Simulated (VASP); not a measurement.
Method: r2SCAN meta-GGA, VASP's PBE PAW potentials (set 64) (plane waves; VASP).

Input for VASP

POSCAR:
```
LaAlO3
1
    3.7713465549     0.0000000000     0.0000000000
    0.0000000000     3.7713465549     0.0000000000
   -0.0000000000    -0.0000000000     3.7713465549
La Al O
1 1 3
Direct
  0.0000000000   0.0000000000   0.0000000000
  0.5000000000   0.5000000000   0.5000000000
  0.5000000000   0.0000000000   0.5000000000
  0.0000000000   0.5000000000   0.5000000000
  0.5000000000   0.5000000000   0.0000000000
```

INCAR:
```
SIGMA = 0.05
ISMEAR = 0   ! Gaussian
LWAVE = F
NELM = 100   ! most electronic steps
LASPH = T   ! aspherical one-centre terms
EDIFF = 1E-6
ALGO = Normal
ENCUT = 520   ! plane-wave cut-off (eV)
LMAXMIX = 6   ! l cut-off of mixed one-centre charges
LMIXTAU = T
LCHARG = F
EDIFFG = -0.02
NSW = 60
ISIF = 3
LREAL = F   ! projection in real space or not
METAGGA = R2SCAN
SYSTEM = LaAlO3
IBRION = 2   ! conjugate gradients
PREC = Accurate
```

### KPOINTS
```
kpoints
0
G
  5 5 5
```

POTCAR, in this order: La Al O (PBE.64 set). Program: vasp_std.

Output of the run:

**OSZICAR**
```
       N       E                     dE             d eps       ncg     rms          rms(c)
DAV:   1     0.267103154632E+03    0.26710E+03   -0.14573E+04   456   0.245E+03
DAV:   2     0.100525428104E+02   -0.25705E+03   -0.23528E+03   456   0.372E+02
DAV:   3    -0.774939861646E+02   -0.87547E+02   -0.84408E+02   644   0.194E+02
DAV:   4    -0.858275830122E+02   -0.83336E+01   -0.82079E+01   632   0.633E+01
DAV:   5    -0.866178425458E+02   -0.79026E+00   -0.78961E+00   640   0.171E+01    0.124E+01
DAV:   6    -0.720430316745E+02    0.14575E+02   -0.16369E+01   612   0.270E+01    0.482E+00
DAV:   7    -0.722491781574E+02   -0.20615E+00   -0.19581E+00   600   0.157E+01    0.272E+00
DAV:   8    -0.754406244402E+02   -0.31914E+01   -0.16250E+00   604   0.143E+01    0.113E+00
DAV:   9    -0.725927905006E+02    0.28478E+01   -0.91888E-01   532   0.946E+00    0.261E-01
DAV:  10    -0.726784881414E+02   -0.85698E-01   -0.10730E-01   696   0.326E+00    0.254E-01
DAV:  11    -0.726690059245E+02    0.94822E-02   -0.17532E-02   500   0.147E+00    0.128E-01
DAV:  12    -0.726756408745E+02   -0.66350E-02   -0.22161E-02   632   0.176E+00    0.571E-02
DAV:  13    -0.726820391668E+02   -0.63983E-02   -0.28100E-03   556   0.589E-01    0.257E-02
DAV:  14    -0.726829568489E+02   -0.91768E-03   -0.12677E-03   544   0.403E-01    0.239E-02
DAV:  15    -0.726829609191E+02   -0.40702E-05   -0.53093E-04   584   0.236E-01    0.178E-02
DAV:  16    -0.726831342382E+02   -0.17332E-03   -0.17103E-04   576   0.122E-01    0.383E-03
DAV:  17    -0.726831366038E+02   -0.23657E-05   -0.12934E-05   680   0.369E-02    0.587E-03
DAV:  18    -0.726831354931E+02    0.11107E-05   -0.60145E-06   568   0.193E-02    0.131E-03
DAV:  19    -0.726831366585E+02   -0.11654E-05   -0.70613E-07   308   0.117E-02    0.452E-04
DAV:  20    -0.726831366044E+02    0.54034E-07   -0.16357E-07   308   0.982E-03
   1 F= -.72683137E+02 E0= -.72683137E+02  d E =-.726831E+02
       N       E                     dE             d eps       ncg     rms          rms(c)
DAV:   1    -0.727458847761E+02   -0.62748E-01   -0.20569E+00   504   0.130E+01    0.186E+00
DAV:   2    -0.726872380586E+02    0.58647E-01   -0.28737E-01   544   0.425E+00    0.492E-01
DAV:   3    -0.726830723681E+02    0.41657E-02   -0.23028E-02   632   0.192E+00    0.188E-01
DAV:   4    -0.726806941837E+02    0.23782E-02   -0.14151E-02   584   0.141E+00    0.117E-01
DAV:   5    -0.726822531683E+02   -0.15590E-02   -0.29005E-03   672   0.541E-01    0.452E-02
DAV:   6    -0.726822129248E+02    0.40244E-04   -0.36194E-04   628   0.187E-01    0.230E-02
DAV:   7    -0.726820712778E+02    0.14165E-03   -0.32790E-04   584   0.198E-01    0.226E-02
DAV:   8    -0.726822219078E+02   -0.15063E-03   -0.26476E-04   556   0.169E-01    0.110E-02
DAV:   9    -0.726822434540E+02   -0.21546E-04   -0.39416E-05   528   0.660E-02    0.422E-03
DAV:  10    -0.726822474639E+02   -0.40099E-05   -0.92482E-06   696   0.313E-02    0.281E-03
DAV:  11    -0.726822487309E+02   -0.12671E-05   -0.90734E-07   292   0.104E-02    0.203E-03
DAV:  12    -0.726822484227E+02    0.30826E-06   -0.41047E-07   272   0.844E-03
   2 F= -.72682248E+02 E0= -.72682248E+02  d E =0.888182E-03
       N       E                     dE             d eps       ncg     rms          rms(c)
DAV:   1    -0.727048585834E+02   -0.22610E-01   -0.59034E-01   504   0.699E+00    0.998E-01
DAV:   2    -0.726878578094E+02    0.17001E-01   -0.81392E-02   512   0.227E+00    0.265E-01
DAV:   3    -0.726867310813E+02    0.11267E-02   -0.70653E-03   624   0.102E+00    0.102E-01
DAV:   4    -0.726859885267E+02    0.74255E-03   -0.47015E-03   568   0.800E-01    0.717E-02
DAV:   5    -0.726864951219E+02   -0.50660E-03   -0.93952E-04   640   0.312E-01    0.235E-02
DAV:   6    -0.726864822747E+02    0.12847E-04   -0.13729E-04   676   0.118E-01    0.110E-02
DAV:   7    -0.726865076379E+02   -0.25363E-04   -0.61522E-05   576   0.872E-02    0.106E-02
DAV:   8    -0.726865080092E+02   -0.37129E-06   -0.59179E-05   600   0.731E-02    0.675E-03
DAV:   9    -0.726865149722E+02   -0.69631E-05   -0.17413E-05   448   0.411E-02    0.204E-03
DAV:  10    -0.726865198532E+02   -0.48810E-05   -0.33988E-06   396   0.212E-02    0.991E-04
DAV:  11    -0.726865199417E+02   -0.88452E-07   -0.32525E-07   240   0.908E-03
   3 F= -.72686520E+02 E0= -.72686520E+02  d E =-.338334E-02
```

File OUTCAR:
```
------------------------ aborting loop because EDIFF is reached ----------------------------------------
  FORCE on cell =-STRESS in cart. coord.  units (eV):
  Direction    XX          YY          ZZ          XY          YZ          ZX
  --------------------------------------------------------------------------------------
  Total        0.0119830      0.0119830      0.0119830      0.0000000      0.0000000     -0.0000000
  in kB        0.3545067      0.3545067      0.3545067      0.0000000      0.0000000     -0.0000000
  external PRESSURE =       0.3545067 kB  Pullay stress =       0.0000000 kB
  volume of cell :       54.16
      direct lattice vectors                 reciprocal lattice vectors
     3.783413778  0.000000000 -0.000000000     0.264311561  0.000000000 -0.000000000
     0.000000000  3.783413778  0.000000000     0.000000000  0.264311561  0.000000000
     0.000000000 -0.000000000  3.783413778     0.000000000  0.000000000  0.264311561
 POSITION                                       TOTAL-FORCE (eV/Angst)
 -----------------------------------------------------------------------------------
      0.00000      0.00000      0.00000         0.000000     -0.000000      0.000000
      1.89171      1.89171      1.89171        -0.000000      0.000000      0.000000
      1.89171     -0.00000      1.89171        -0.000000      0.000000      0.000000
      0.00000      1.89171      1.89171        -0.000000      0.000000      0.000000
      1.89171      1.89171     -0.00000        -0.000000      0.000000      0.000000
 -----------------------------------------------------------------------------------
    total drift:                                0.000000     -0.000000     -0.000000
  FREE ENERGIE OF THE ION-ELECTRON SYSTEM (eV)
  ---------------------------------------------------
  free  energy   TOTEN  =       -72.6865199417 eV

  energy  without entropy=      -72.6865199417  energy(sigma->0) =      -72.68651994

 reached required accuracy - stopping structural energy minimisation
```
(Selected blocks of OUTCAR.)

**CONTCAR**
```
LaAlO3
   1.00000000000000
     3.7834137778603831    0.0000000000000000   -0.0000000000000000
     0.0000000000000000    3.7834137778603831    0.0000000000000000
     0.0000000000000000   -0.0000000000000000    3.7834137778603831
  La              Al              O
     1     1     3
Direct
     0.0000000000000000    0.0000000000000000    0.0000000000000000
     0.5000000000000000    0.5000000000000000    0.5000000000000000
     0.5000000000000000    0.0000000000000000    0.5000000000000000
     0.0000000000000000    0.5000000000000000    0.5000000000000000
     0.5000000000000000    0.5000000000000000    0.0000000000000000
```

The compound is LaAlO3 in the cubic perovskite structure, the ideal cubic form; the compound distorts at low or room temperature. This run relaxes it. Symmetry was kept, so distortions that lower it aren't found.
